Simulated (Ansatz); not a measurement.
# TiC: response to a stretch of c alone

One table from this session's results is given with a row withheld; the runs are named, their logs left out.

Program: Ansatz 0.2.0. Level of theory: DFT r2SCAN, scalar-relativistic, plane waves, PAW. These are calculated values, not measurements.

## Starting point

Symmetry: Fm-3m, No. 225, cubic system. Conventional cell: a = 4.331 Å, b = 4.331 Å, c = 4.331 Å, α = 90.00°, β = 90.00°, γ = 90.00°. Ti (site symmetry m-3m) has 6 C at 2.17 Å as nearest neighbours. C (site symmetry m-3m) has 6 Ti at 2.17 Å as nearest neighbours.

Coordinates:

```cif
data_structure
_symmetry_space_group_name_H-M 'Fm-3m'
_symmetry_Int_Tables_number 225
_cell_length_a 4.3314
_cell_length_b 4.3314
_cell_length_c 4.3314
_cell_angle_alpha 90.000
_cell_angle_beta 90.000
_cell_angle_gamma 90.000
_cell_volume 81.26
loop_
_atom_site_label
_atom_site_type_symbol
_atom_site_symmetry_multiplicity
_atom_site_Wyckoff_symbol
_atom_site_fract_x
_atom_site_fract_y
_atom_site_fract_z
_atom_site_occupancy
Ti1 Ti 4 a 0.00000 0.00000 0.00000 1
C1 C 4 b 0.50000 0.00000 0.00000 1
```

The structure comes from the Materials Project (structure only).

The first run:

(A quick probe on a coarse mesh, which set the mesh and smearing, is not shown.)

File input.yaml:

```yaml
crystal:
  lattice:
    - [0.0, 2.1657188437, 2.1657188437]
    - [2.1657188437, 0.0, 2.1657188437]
    - [2.1657188437, 2.1657188437, 0.0]
  atoms:
    - { symbol: Ti, position: [0.0, 0.0, 0.0] }
    - { symbol: C, position: [0.5, 0.5, 0.5] }
basis:
  ecutwfc: 500
kpoints:
  mp_grid: { grid: [16, 16, 16] }
hamiltonian:
  xc: r2scan
scf:
  occupations: { method: gaussian, width: 0.1 }
output:
  forces: true
  stress: true
  eigenvalues: true
  write_density: true
  write_potential: true
  elf: true
  volumetric_format: npy
relax:
  adjacent_minimum: "off"
  f_tol: 0.005
  max_steps: 80
  cell: { stress_tol: 0.05 }
```

Started as:

```bash
ansatz run input.yaml --threads 1 --pin off --max-ram 2560MiB --backend cpu --events-out ev --progress --plain --runs-dir out
```

Among the steps run: The relaxation; Reference cell for the strains; Strain -2.0 %; Strain +2.0 %; At -4.0 %; At +4.0 %; Strain -6.0 %; The cell strained by +6.0 %.

One of the session's tables, all rows but one given; the rest of the session is left out.

```
strain (%)  ΔE (meV/atom)  c (Å)
      -6.0           75.0  4.068
      -4.0           30.8  4.155
      -2.0            7.1  4.241
      +0.0            0.0  4.328
      +2.0              ?      ?
      +4.0           23.0  4.501
      +6.0           48.1  4.587
```

**Question.** Estimate the row for strain (%) = +2.0.

Worked estimate for «ΔE (meV/atom)». A straight line through the neighbours (0.0, 0.0) and (4.0, 23.0) gives 0.0 + (23.0 − 0.0) × (2.0 − 0.0) / (4.0 − 0.0) = 11.5; a parabola fitted to 4 rows on both sides gives 6.1.

The run gave: ΔE (meV/atom): 6.3; c (Å): 4.414. In «ΔE (meV/atom)» the line misses by +5.2 and the parabola by -0.2.

ΔE is over the unstrained cell. Stress in GPa, positive in compression, on the Cartesian axes of the input. 
